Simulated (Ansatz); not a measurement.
The cell is COD entry 1538083, as deposited and not checked against the literature; nothing was relaxed.

A run on Lu: DFT, PBE, all-electron LAPW, scalar-relativistic (Ansatz 0.2.0). The input:

```yaml
crystal:
  lattice:
    - [3.5098988894, 0.0, 0.0]
    - [-1.7549494447, 3.039661603, 0.0]
    - [0.0, 0.0, 5.5666]
  atoms:
    - { symbol: Lu, position: [0.3333333333, 0.6666666667, 0.25] }
    - { symbol: Lu, position: [0.6666666667, 0.3333333333, 0.75] }
kpoints:
  mp_grid: { grid: [13, 13, 8] }
scf:
  occupations: { method: fermi_dirac, width: 0.03 }
hamiltonian:
  xc: pbe
  pseudopotentials:
    kind: all_electron
    lapw: { basis_error: 0.0005, muffin_tin_radii: { Lu: 1.928 } }
output:
  forces: true
  stress: true
  eigenvalues: true
```

Q: Can this result be used?

A: No. The input was rejected before any iteration. The typed spheres overlap: twice 1.928 Å exceeds the shortest distance, 3.443 Å; smaller radii, or none typed, cure it. It says:
```
Error: `kind: all_electron` solves this crystal on LAPW (the input types lapw, or this build lists no dataset of some species for it), and no LAPW basis is found for it: the given muffin-tin radii of Lu and Lu, or the smallest supported ones, add up to 3.856 Å, and 3.443 Å are free between these atoms; give smaller radii, or leave one out; where each species has a listed dataset, leave lapw and dirac_shells out and run without spin–orbit coupling, or set another kind (and leave the keys of all_electron out)
```
 The same cell converged in the base run, which differs by not having this change: all sphere radii typed as 1.928 A.
